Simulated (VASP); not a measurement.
These are LDA (Ceperley-Alder, Perdew-Zunger), VASP's LDA PAW potentials (set 64) (plane waves; VASP) values and carry that method's errors.

VASP ran on this input.

INCAR:
```
SYSTEM  =  SrF2
PREC  =  Accurate; ENCUT  =  520; LREAL  =  .FALSE.
LASPH  =  .TRUE.; ICHARG  =  11
EDIFF  =  1E-7; NELM  =  100; ALGO  =  Normal
LMAXMIX  =  4
ISMEAR  =  0; SIGMA  =  0.05
LWAVE  =  .FALSE.; LCHARG  =  .FALSE.; LORBIT  =  11
```

**POSCAR**
```
SrF2
1
    0.0000000000     2.8384992746     2.8384992746
    2.8384992746     0.0000000000     2.8384992746
    2.8384992746     2.8384992746     0.0000000000
Sr F
1 2
Direct
  0.0000000000   0.0000000000   0.0000000000
  0.2500000000   0.2500000000   0.2500000000
  0.7500000000   0.7500000000   0.7500000000
```

### KPOINTS
```
k-points along high-symmetry lines
15
Line-mode
Reciprocal
  0.000000   0.000000   0.000000 ! GAMMA
  0.500000   0.000000   0.500000 ! X

  0.500000   0.000000   0.500000 ! X
  0.625000   0.250000   0.625000 ! U

  0.375000   0.375000   0.750000 ! K
  0.000000   0.000000   0.000000 ! GAMMA

  0.000000   0.000000   0.000000 ! GAMMA
  0.500000   0.500000   0.500000 ! L

  0.500000   0.500000   0.500000 ! L
  0.500000   0.250000   0.750000 ! W

  0.500000   0.250000   0.750000 ! W
  0.500000   0.000000   0.500000 ! X
```

POTCAR, in this order: Sr_sv F (LDA.64 set). Program: vasp_std. Read from the step before: CHGCAR.

The run wrote:

File OSZICAR:
```
       N       E                     dE             d eps       ncg     rms          rms(c)
DAV:   1     0.142380468854E+03    0.14238E+03   -0.14156E+04  2888   0.148E+03
DAV:   2    -0.130134360544E+02   -0.15539E+03   -0.15215E+03  3768   0.310E+02
DAV:   3    -0.183941770614E+02   -0.53807E+01   -0.53742E+01  3936   0.603E+01
DAV:   4    -0.185787592716E+02   -0.18458E+00   -0.18456E+00  4016   0.822E+00
DAV:   5    -0.185825329795E+02   -0.37737E-02   -0.37736E-02  4032   0.942E-01
DAV:   6    -0.185825849790E+02   -0.51999E-04   -0.51999E-04  3880   0.861E-02
DAV:   7    -0.185825855162E+02   -0.53723E-06   -0.53721E-06  4096   0.873E-03
DAV:   8    -0.185825855191E+02   -0.29213E-08   -0.29657E-08  2800   0.765E-04
   1 F= -.18582586E+02 E0= -.18582586E+02  d E =-.355076E-16
```

**OUTCAR**
```
 val. band max:       -1.9038613437   @ k =   0.5000   0.0000   0.5000

 cond. band min:       4.9854120141   @ k =   0.0000   0.0000   0.0000



 k-point     1 :       0.0000    0.0000    0.0000
  band No.  band energies     occupation
      1     -31.4780      2.00000
      2     -20.9696      2.00000
      3     -20.4925      2.00000
      4     -13.4803      2.00000
      5     -13.4803      2.00000
      6     -13.4803      2.00000
      7      -3.8467      2.00000
      8      -3.8467      2.00000
      9      -3.8467      2.00000
     10      -2.0032      2.00000
     11      -2.0032      2.00000
     12      -2.0032      2.00000
     13       4.9854      0.00000
     14       8.2666      0.00000
     15       8.2666      0.00000
     16      11.1334      0.00000

 k-point     2 :       0.0357    0.0000    0.0357
  band No.  band energies     occupation
      1     -31.4765      2.00000
      2     -20.9729      2.00000
      3     -20.4959      2.00000
      4     -13.4841      2.00000
      5     -13.4841      2.00000
      6     -13.4749      2.00000
      7      -3.8381      2.00000
      8      -3.8381      2.00000
      9      -3.8259      2.00000
     10      -2.0388      2.00000
     11      -2.0016      2.00000
     12      -2.0016      2.00000
     13       5.0326      0.00000
     14       8.2528      0.00000
     15       8.2825      0.00000
     16      11.1097      0.00000

 k-point     3 :       0.0714    0.0000    0.0714
  band No.  band energies     occupation
      1     -31.4722      2.00000
      2     -20.9826      2.00000
      3     -20.5058      2.00000
      4     -13.4951      2.00000
      5     -13.4951      2.00000
      6     -13.4589      2.00000
      7      -3.8126      2.00000
      8      -3.8126      2.00000
      9      -3.7641      2.00000
     10      -2.1418      2.00000
     11      -1.9970      2.00000
     12      -1.9970      2.00000
     13       5.1706      0.00000
     14       8.2106      0.00000
...
```

The density is held fixed in this step, so its total energy and stress have no physical meaning.

The compound is SrF2 in the fluorite structure. It was relaxed first, which changed the volume by -6 %.
